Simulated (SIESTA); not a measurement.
Runs of SIESTA 5.4.2 on CrO2. The structure is tetragonal, space group P4_2/mnm (No. 136). Conventional cell: a = 4.421 Å, b = 4.421 Å, c = 2.917 Å, α = 90.00°, β = 90.00°, γ = 90.00°. Cr (site symmetry mmm) is surrounded by 6 O at 1.88 to 1.92 Å. O (site symmetry m2m) has 3 Cr at 1.88 to 1.92 Å as nearest neighbours. 

```tsv
spin	gap on the mesh (eV)	pressure (GPa)	moment (μB)	largest force (eV/Å)
collinear, fm_larger start	none	-4.5	4.00	0.34
collinear, antiferromagnetic start	none	(a)	0.00	0.48
collinear, ferromagnetic start	none	-4.5	4.00	0.34
collinear, zero start	none	-12.0	0.00	0.25
```

Alike in all rows: task single point; level PBEsol; potentials or basis PseudoDojo 0.4 standard (PBEsol files), DZP (energy shift 0.003 Ry; two zetas on semicore shells); cell as given; k mesh 6 × 6 × 9; smearing fermi-dirac 0.05 eV; grid cutoff 800 Ry; energy shift 0.003 Ry.

**Question.** Fill in the values left out.

**Answer.** (a) -5.7.

Caveats: the basis of atomic orbitals isn't converged, which shifts pressures, moduli and gaps; semilocal functionals often make such compounds metallic where correlation or magnetic order opens a gap, which also shifts bond lengths.

A gap of «none» marks a metal or a gap under the smearing width.
